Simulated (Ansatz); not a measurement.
# Thickness series of a ZrC/ZnO/Hf junction, part 4 of 5

Aim: the conductance of ZrC/ZnO/Hf junctions as the barrier thickens. The lower electrode is ZrC rock salt(111), the upper one Hf hcp(0001); the barrier is ZnO wurtzite(0001) (whole bilayers). In the first transport cell, after relaxation, the nearest pair of electrode and barrier is C–O at 1.41 Å, along the normal, at the lower face and Hf–Zn at 2.97 Å, at a slant, at the upper one. All share a net of side 3.31 Å, which strains the lower electrode by -0.6 %, the upper one by +3.4 % and the barrier by +0.6 %, against typed lattice constants near PBE's. The first steps treat the bulk electrodes alone.

Ansatz 0.2.0; PBE DFT, plane waves, PAW files (the session's first sound run).

So far, transmission at the Fermi level (a spin, zone mean): step 5 (transmission over a wide range of energy) 0.00162. Also channels of the lower lead: step 5 0.25.

## (6) Conductance on a fine mesh, atomic planes in the barrier 4, gap between the electrodes 7.2 Å

Level of this step: PBE DFT, plane waves, PAW files; ballistic transmission by layer matching between semi-infinite leads (Ansatz).

System of this step: ZrC/ZnO/Hf. The cell holds 30 atoms: 8 C, 7 Zr, 2 O, 2 Zn and 11 Hf. Cell: a = 3.310 Å, b = 3.310 Å, c = 65.129 Å, α = 90.0°, β = 90.0°, γ = 120.0°. Regions: left electrode, 15 atoms (8 C and 7 Zr); barrier, 4 atoms (2 O and 2 Zn); right electrode, 11 atoms (11 Hf). Vacuum lies along c.

The conductance needs T(E) within ten thermal energies of the Fermi level, on steps under 1.5 kT, and a finer mesh (30×30), since the current can rest on few wavevectors.

File input.yaml:

```yaml
crystal:
  lattice:
    - [3.31, 0.0, 0.0]
    - [-1.655, 2.8665440865, 0.0]
    - [0.0, 0.0, 65.1288376256]
  atoms:
    - { symbol: C, position: [0.66666667, 0.33333333, 0.1074792712] }
    - { symbol: Zr, position: [0.0, 0.0, 0.1284215421] }
    - { symbol: C, position: [0.33333333, 0.66666667, 0.149363813] }
    - { symbol: Zr, position: [0.66666667, 0.33333333, 0.1703060838] }
    - { symbol: C, position: [0.0, 0.0, 0.1912483547] }
    - { symbol: Zr, position: [0.33333333, 0.66666667, 0.2121906256] }
    - { symbol: C, position: [0.66666667, 0.33333333, 0.2331328965] }
    - { symbol: Zr, position: [0.0, 0.0, 0.2540751674] }
    - { symbol: C, position: [0.33333333, 0.66666667, 0.2750174383] }
    - { symbol: Zr, position: [0.66666667, 0.33333333, 0.2959597092] }
    - { symbol: C, position: [0.0, 0.0, 0.3169019801] }
    - { symbol: Zr, position: [0.33333333, 0.66666667, 0.337844251] }
    - { symbol: C, position: [0.66666667, 0.33333333, 0.3587865219] }
    - { symbol: Zr, position: [0.0, 0.0, 0.3797287928] }
    - { symbol: C, position: [0.33333333, 0.66666667, 0.4022005654] }
    - { symbol: O, position: [0.33333333, 0.66666667, 0.4238785548] }
    - { symbol: Zn, position: [0.66666667, 0.33333333, 0.4362579577] }
    - { symbol: O, position: [0.66666667, 0.33333333, 0.4659831964] }
    - { symbol: Zn, position: [0.33333333, 0.66666667, 0.477822384] }
    - { symbol: Hf, position: [0.66666667, 0.33333333, 0.5127284811] }
    - { symbol: Hf, position: [0.33333333, 0.66666667, 0.549744111] }
    - { symbol: Hf, position: [0.66666667, 0.33333333, 0.5878304018] }
    - { symbol: Hf, position: [0.33333333, 0.66666667, 0.6259166927] }
    - { symbol: Hf, position: [0.66666667, 0.33333333, 0.6640029836] }
    - { symbol: Hf, position: [0.33333333, 0.66666667, 0.7020892745] }
    - { symbol: Hf, position: [0.66666667, 0.33333333, 0.7401755653] }
    - { symbol: Hf, position: [0.33333333, 0.66666667, 0.7782618562] }
    - { symbol: Hf, position: [0.66666667, 0.33333333, 0.8163481471] }
    - { symbol: Hf, position: [0.33333333, 0.66666667, 0.854434438] }
    - { symbol: Hf, position: [0.66666667, 0.33333333, 0.8925207288] }
kpoints:
  mp_grid: { grid: [12, 12, 1] }
scf:
  occupations: { method: fermi_dirac, width: 0.1 }
  max_iter: 150
hamiltonian:
  xc: pbe
output:
  transmission:
    kmesh: [30, 30]
    e_range: [-0.26, 0.27]
    de: 0.0375
    leads: [[6, 8], [24, 26]]
```

Run with:

```sh
ansatz run input.yaml --threads 4 --pin off --max-ram 10240MiB --backend cpu --events-out ev --progress --plain --runs-dir out
```

Numbers of over 12 decimals in the logs are rounded to 6 here.

The program printed:

```text
[...]
Crystal: 30 atoms, lattice volume = 617.959 Å³
Basis set: ecut = 420 eV, 12265 PW (Γ)
Bands: 263, of which v1, the nominal top of the filled ones, is band 219 counted from 1 (218 counted from 0)
Symmetry: 6 space group operations
[...]
k-points: 19 of 144 (time reversal used)
[...]
SCF iter   1: F=—  HF=-212009.445130 eV  |F-HF|=—  |Δ(HF+E_count)|=         —  Δρ=2.88e-2  dr2=9.61e2  ethr=1.77e-3  ⟨swp⟩=6.5  Hψ=18808  notcnv=0  defer=83
[...]
SCF iter  15: F=-212006.130200 eV  HF=-212006.130200 eV  |F-HF|=1.61e-8  |Δ(HF+E_count)|=  4.66e-10  Δρ=9.95e-7  dr2=1.78e-8  ethr=2.28e-11  ⟨swp⟩=17.5  Hψ=19014  notcnv=0
SCF 1 converged in 15 iterations: F = -212006.130200 eV  dr2 = 1.78e-8
[...]
transmission: 452 of 4459 steps passed
transmission: 893 of 4459 steps passed
[...]
transmission: 4459 of 4459 steps passed
SCF converged after 15 iterations
Free energy (F): -212006.130200 eV
[...]
Internal energy: -212005.587714 eV  (E = F + TS)
E sigma→0 (E₀):  -212005.858957 eV
Entropy (-TS):   -0.542487 eV (-18.083 meV/atom)
Fermi energy:    12.074801 eV
[...]
--- Band table (eV; the first three rows and the last of 19) ---
  k-point 0: bands = [... 215 lower, 12.8052, 12.8091, 12.8091, 12.8937, 12.9168, 12.9168, 12.9265, 12.9275, ... 40 higher]
  k-point 1: bands = [... 215 lower, 12.6183, 12.6399, 12.6631, 12.6744, 12.7286, 12.7622, 12.8729, 12.9278, ... 40 higher]
  k-point 2: bands = [... 215 lower, 12.0856, 12.1803, 12.2422, 12.3004, 12.3566, 12.4043, 12.5401, 12.7564, ... 40 higher]
  k-point 18: bands = [... 215 lower, 11.0116, 11.1400, 11.5306, 11.6698, 11.8074, 11.8582, 11.8897, 11.9634, ... 40 higher]
--- Transmission ---
  basis      : 85 plane waves across, 49 finite elements along
  points     : 91, standing for a mesh of 30 x 30
  filling    : by the input's occupations and mesh, since the crystals that have channels conduct as metals do. If one of these is a semiconductor, that mesh has misplaced its level
[...]
crystal 0  : Zr1C1, at the sites [6, 8], period 2.7279 Å, over 19.10 Å; its Hamiltonian steps by up to 52.4 meV: too much for a lead, lay more layers or, if its atoms are ordered, name the step of that order
[...]
filled         : 8.7 meV over the level at which it is neutral
    channels       : 3.000000e-1 a spin
    conductance    : 2.4299e14 S/m² at 300 K; may be off by some 0.0 % by where its bands' edges are placed, 9.8 % from the k-mesh, 1.6 % from the distance to neutral
    slowest decay  : 0.0135 /Å at (0.3333, 0.0667)
[...]
filled         : 25.9 meV under the level at which it is neutral
    channels       : 6.311111e-1 a spin
[...]
slowest decay  : 0.0368 /Å at (0.1000, 0.1000)
  junction   : crystal 0 to crystal 1, 16.40 to 42.70 Å
    transmission   : 5.120584e-3 a spin
    conductance    : 4.3439e12 S/m² at 300 K (1.5227e12 on every other point, 4.6958e12 on every other energy)
    error estimate : 8.1 % from the energy spacing and 4.1 % from band edges of the leads and from resonances (wavevectors taken as independent; lower de), 101.0 % from the k-mesh, 132.5 % from the steps of its leads' Hamiltonians or their offsets (lay more layers), 26.5 % from the distance to neutral
    resistance     : 2.2720e-1 Ω µm² beyond half of each lead's own
```

Elapsed: 6.1 min, on 4 threads of Arm Neoverse V1, shared host; peak memory 4.6 GiB; 23 min of CPU time.

This step gave:

- free energy: -212006.1302 eV
- Fermi energy: 12.07 eV
- transmission at the Fermi level (a spin, zone mean): 0.005121
- channels of the lower lead: 0.3
- channels of the upper lead: 0.6311
- potential step in the lower lead: 52.4 meV
- ballistic conductance of the lower lead: 2.43e14 S/m²
- potential step in the upper lead: 12.3 meV
- ballistic conductance of the upper lead: 5.24e14 S/m²
- junction conductance: 4.34e12 S/m²
- error estimates by source, in the log's order: 8.1, 4.1, 101, 132.5, 26.5 %
- resistance-area product beyond the leads: 0.2272 Ω um²

One spin. The transmission, zone mean by energy, zero at the Fermi level:

| energy (eV) | transmission, zone mean |
| --- | --- |
| -0.260 | 0.00129 |
| -0.223 | 0.00191 |
| -0.185 | 0.00364 |
| -0.147 | 0.00845 |
| -0.110 | 0.00883 |
| -0.072 | 0.00130 |
| -0.035 | 0.00212 |
| 0.003 | 0.00512 |
| 0.040 | 0.00843 |
| 0.077 | 0.00705 |
| 0.115 | 0.0143 |
| 0.152 | 0.00343 |
| 0.190 | 0.00353 |
| 0.228 | 0.00413 |
| 0.265 | 0.0101 |

One spin. Table of open channels, zone mean by energy, zero at the Fermi level:

| energy (eV) | lower lead | upper lead |
| --- | --- | --- |
| -0.260 | 0.32 | 0.573 |
| -0.223 | 0.307 | 0.578 |
| -0.185 | 0.313 | 0.591 |
| -0.147 | 0.327 | 0.604 |
| -0.110 | 0.293 | 0.604 |
| -0.072 | 0.26 | 0.624 |
| -0.035 | 0.253 | 0.658 |
| 0.003 | 0.3 | 0.631 |
| 0.040 | 0.323 | 0.671 |
| 0.077 | 0.333 | 0.711 |
| 0.115 | 0.367 | 0.764 |
| 0.152 | 0.393 | 0.751 |
| 0.190 | 0.373 | 0.793 |
| 0.228 | 0.413 | 0.827 |
| 0.265 | 0.467 | 0.887 |

Transmission over k1 and k2. At 0.0025 eV from the Fermi level.

Ten even steps from '0' (0.000) to '9' (0.363), each cell a mean:
```
000000000000000000000000000000
000000000000000000000000000000
000000000000000000000000000000
000000000000000000000000000000
000000000000000000000000000000
000000000000000000000000000000
000000000000000000000000000000
000000000000000000000000000000
000000000000922900000000000000
000000000000310111000000000000
000000000000910002900000000000
000000000000021000300000000000
000000000000001712800000000000
000000000000000200200000000000
000000000000000000000000000000
000000000000000000000000000000
000000000000000000000000000000
000000000000000000000000000000
000000000000000000000000000000
000000000000000000000000000000
000000000000000000000000000000
000000000000000000000000000000
```
Columns: k1 (b1) from -0.5 to 0.467; rows upwards: k2 (b2) from -0.5 to 0.467.

G = 4.3e12 S/m² (1/G = 0.230 Ω µm²). The largest error estimate is 132 %, from the leads' potential steps. In the worse lead the potential repeats within 52 meV, which the program flags as too much for a lead, so G carries that doubt. By hand, Landauer's formula with T at one energy: G = (e²/h) ΣT / A = 3.874e-5 S × 0.0102 / 9.488 Å² = 4.2e12 S/m², with T summed over both spins. The printed value averages T over the Fermi window and is 1.0 times this.

## (7) Conductance, 34 atoms

System of this step: ZrC/ZnO/Hf. The cell holds 34 atoms: 8 C, 7 Zr, 4 O, 4 Zn and 11 Hf. Cell: a = 3.310 Å, b = 3.310 Å, c = 70.466 Å, α = 90.0°, β = 90.0°, γ = 120.0°. Regions: left electrode, 15 atoms (8 C and 7 Zr); barrier, 8 atoms (4 O and 4 Zn); right electrode, 11 atoms (11 Hf). Vacuum lies along c.

Barrier layers are added or taken out in the middle, and the relaxed faces stay.

File input.yaml:

```yaml
crystal:
  lattice:
    - [3.31, 0.0, 0.0]
    - [-1.655, 2.8665440865, 0.0]
    - [0.0, 0.0, 70.4659716957]
  atoms:
    - { symbol: C, position: [0.66666667, 0.33333333, 0.0993387281] }
    - { symbol: Zr, position: [0.0, 0.0, 0.1186948191] }
    - { symbol: C, position: [0.33333333, 0.66666667, 0.1380509101] }
    - { symbol: Zr, position: [0.66666667, 0.33333333, 0.1574070011] }
    - { symbol: C, position: [0.0, 0.0, 0.1767630921] }
    - { symbol: Zr, position: [0.33333333, 0.66666667, 0.1961191831] }
    - { symbol: C, position: [0.66666667, 0.33333333, 0.2154752741] }
    - { symbol: Zr, position: [0.0, 0.0, 0.234831365] }
    - { symbol: C, position: [0.33333333, 0.66666667, 0.254187456] }
    - { symbol: Zr, position: [0.66666667, 0.33333333, 0.273543547] }
    - { symbol: C, position: [0.0, 0.0, 0.292899638] }
    - { symbol: Zr, position: [0.33333333, 0.66666667, 0.312255729] }
    - { symbol: C, position: [0.66666667, 0.33333333, 0.33161182] }
    - { symbol: Zr, position: [0.0, 0.0, 0.350967911] }
    - { symbol: C, position: [0.33333333, 0.66666667, 0.3717376584] }
    - { symbol: O, position: [0.33333333, 0.66666667, 0.3917737441] }
    - { symbol: Zn, position: [0.66666667, 0.33333333, 0.4032155238] }
    - { symbol: O, position: [0.66666667, 0.33333333, 0.4306893555] }
    - { symbol: Zn, position: [0.33333333, 0.66666667, 0.4409944009] }
    - { symbol: O, position: [0.33333333, 0.66666667, 0.4687445584] }
    - { symbol: Zn, position: [0.66666667, 0.33333333, 0.4785752072] }
    - { symbol: O, position: [0.66666667, 0.33333333, 0.5064299426] }
    - { symbol: Zn, position: [0.33333333, 0.66666667, 0.5173724232] }
    - { symbol: Hf, position: [0.66666667, 0.33333333, 0.5496347121] }
    - { symbol: Hf, position: [0.33333333, 0.66666667, 0.5838467564] }
    - { symbol: Hf, position: [0.66666667, 0.33333333, 0.6190483692] }
    - { symbol: Hf, position: [0.33333333, 0.66666667, 0.6542499821] }
    - { symbol: Hf, position: [0.66666667, 0.33333333, 0.6894515949] }
    - { symbol: Hf, position: [0.33333333, 0.66666667, 0.7246532077] }
    - { symbol: Hf, position: [0.66666667, 0.33333333, 0.7598548206] }
    - { symbol: Hf, position: [0.33333333, 0.66666667, 0.7950564334] }
    - { symbol: Hf, position: [0.66666667, 0.33333333, 0.8302580463] }
    - { symbol: Hf, position: [0.33333333, 0.66666667, 0.8654596591] }
    - { symbol: Hf, position: [0.66666667, 0.33333333, 0.9006612719] }
kpoints:
  mp_grid: { grid: [12, 12, 1] }
scf:
  occupations: { method: fermi_dirac, width: 0.1 }
  max_iter: 150
hamiltonian:
  xc: pbe
output:
  transmission:
    kmesh: [30, 30]
    e_range: [-0.26, 0.27]
    de: 0.0375
    leads: [[6, 8], [28, 30]]
```

The program printed:

```text
[...]
Crystal: 34 atoms, lattice volume = 668.600 Å³
Basis set: ecut = 420 eV, 13279 PW (Γ)
Bands: 285, of which v1, the nominal top of the filled ones, is band 237 counted from 1 (236 counted from 0)
Symmetry: 6 space group operations
[...]
k-points: 19 of 144 (time reversal used)
[...]
SCF iter   1: F=—  HF=-219783.164093 eV  |F-HF|=—  |Δ(HF+E_count)|=         —  Δρ=2.80e-2  dr2=1.10e3  ethr=1.77e-3  ⟨swp⟩=6.9  Hψ=20690  notcnv=0  defer=103
[...]
SCF iter  15: F=-219779.696154 eV  HF=-219779.696154 eV  |F-HF|=2.39e-8  |Δ(HF+E_count)|=   1.26e-8  Δρ=7.93e-7  dr2=2.92e-8  ethr=2.11e-11  ⟨swp⟩=16.7  Hψ=18972  notcnv=0
SCF 1 converged in 15 iterations: F = -219779.696154 eV  dr2 = 2.92e-8
[...]
transmission: 497 of 4914 steps passed
transmission: 983 of 4914 steps passed
[...]
transmission: 4914 of 4914 steps passed
SCF converged after 15 iterations
Free energy (F): -219779.696154 eV
[...]
Internal energy: -219779.133632 eV  (E = F + TS)
E sigma→0 (E₀):  -219779.414893 eV
Entropy (-TS):   -0.562523 eV (-16.545 meV/atom)
Fermi energy:    11.758735 eV
[...]
--- Band table (eV; the first three rows and the last of 19) ---
  k-point 0: bands = [... 233 lower, 12.4909, 12.4940, 12.4940, 12.5809, 12.6045, 12.6070, 12.6070, 12.6145, ... 44 higher]
  k-point 1: bands = [... 233 lower, 12.2916, 12.3101, 12.3476, 12.3622, 12.3699, 12.4450, 12.4478, 12.6135, ... 44 higher]
  k-point 2: bands = [... 233 lower, 11.7644, 11.7773, 11.9237, 11.9849, 12.0341, 12.0417, 12.0921, 12.3057, ... 44 higher]
  k-point 18: bands = [... 233 lower, 10.7576, 11.0445, 11.2234, 11.3539, 11.4916, 11.5433, 11.5751, 11.6512, ... 44 higher]
--- Transmission ---
  basis      : 85 plane waves across, 54 finite elements along
  points     : 91, standing for a mesh of 30 x 30
[...]
filled         : 4.8 meV over the level at which it is neutral
    channels       : 3.000000e-1 a spin
[...]
slowest decay  : 0.0195 /Å at (0.3333, 0.0667)
[...]
filled         : 26.2 meV under the level at which it is neutral
    channels       : 6.311111e-1 a spin
[...]
slowest decay  : 0.0360 /Å at (0.1000, 0.1000)
  junction   : crystal 0 to crystal 1, 16.70 to 48.04 Å
    transmission   : 2.086766e-3 a spin
[...]
resistance     : 5.3958e-1 Ω µm² beyond half of each lead's own
```

Elapsed: 7 min, on 4 threads; peak memory 5.3 GiB.

This step gave:

| Item | Value |
| --- | --- |
| free energy | -219779.6962 eV |
| Fermi energy | 11.76 eV |
| transmission at the Fermi level (a spin, zone mean) | 0.002087 |
| potential step in the lower lead | 43 meV |
| ballistic conductance of the lower lead | 2.41e14 S/m² |
| potential step in the upper lead | 13.5 meV |
| junction conductance | 1.84e12 S/m² |
| error estimates by source, in the log's order | 10.6, 13, 59.9, 87, 0.4 % |
| resistance-area product beyond the leads | 0.5396 Ω um² |

One spin. Table of transmission, zone mean by energy, zero at the Fermi level:

| energy (eV) | transmission, zone mean |
| --- | --- |
| -0.260 | 0.0233 |
| -0.223 | 0.0261 |
| -0.185 | 0.0112 |
| -0.147 | 0.0108 |
| -0.110 | 0.00703 |
| -0.072 | 0.00267 |
| -0.035 | 0.00152 |
| 0.003 | 0.00209 |
| 0.040 | 0.00259 |
| 0.077 | 0.00212 |
| 0.115 | 0.00184 |
| 0.152 | 0.00145 |
| 0.190 | 0.00125 |
| 0.228 | 0.00107 |
| 0.265 | 9.8e-4 |

One spin. Open channels, zone mean against energy, zero at the Fermi level:

| energy (eV) | lower lead | upper lead |
| --- | --- | --- |
| -0.260 | 0.333 | 0.56 |
| -0.223 | 0.32 | 0.578 |
| -0.185 | 0.313 | 0.591 |
| -0.147 | 0.32 | 0.591 |
| -0.110 | 0.293 | 0.604 |
| -0.072 | 0.273 | 0.624 |
| -0.035 | 0.253 | 0.658 |
| 0.003 | 0.3 | 0.631 |
| 0.040 | 0.323 | 0.671 |
| 0.077 | 0.34 | 0.711 |
| 0.115 | 0.367 | 0.764 |
| 0.152 | 0.393 | 0.751 |
| 0.190 | 0.373 | 0.793 |
| 0.228 | 0.413 | 0.827 |
| 0.265 | 0.44 | 0.887 |

Transmission over k1 and k2. At 0.0025 eV from the Fermi level.

Ten even steps from '_' (0.000) to '@' (0.099), each cell a mean:
```
____________________________________________________________
____________________________________________________________
____________________________________________________________
____________________________________________________________
____________________________________________________________
____________________________________________________________
____________________________________________________________
____________________________________________________________
________________________@@++==@@..__________________________
________________________++++..==--::________________________
________________________@@**______##%%______________________
__________________________--::::__--++______________________
____________________________::@@--**%%______________________
______________________________::....::______________________
____________________________________________________________
____________________________________________________________
____________________________________________________________
____________________________________________________________
____________________________________________________________
____________________________________________________________
____________________________________________________________
____________________________________________________________
```
Columns: k1 (b1) from -0.5 to 0.467; rows upwards: k2 (b2) from -0.5 to 0.467.

G = 1.8e12 S/m² (1/G = 0.543 Ω µm²), 0.42 times the step before of this kind. The largest error estimate is 87 %, from the leads' potential steps. In the worse lead the potential repeats within 43 meV, which the program flags as too much for a lead, so G carries that doubt.

(Part 4 of 5 ends here.)

[Logs are printed without paths, hosts, clocks, repeated set-up lines and the standing remarks that a program may print on its own settings, such as how far it seeks lower states.]

[Hosts, paths, dates, database ids (printed as entryN), source tags and the programs' standing remarks are cut or masked in the printed files.]
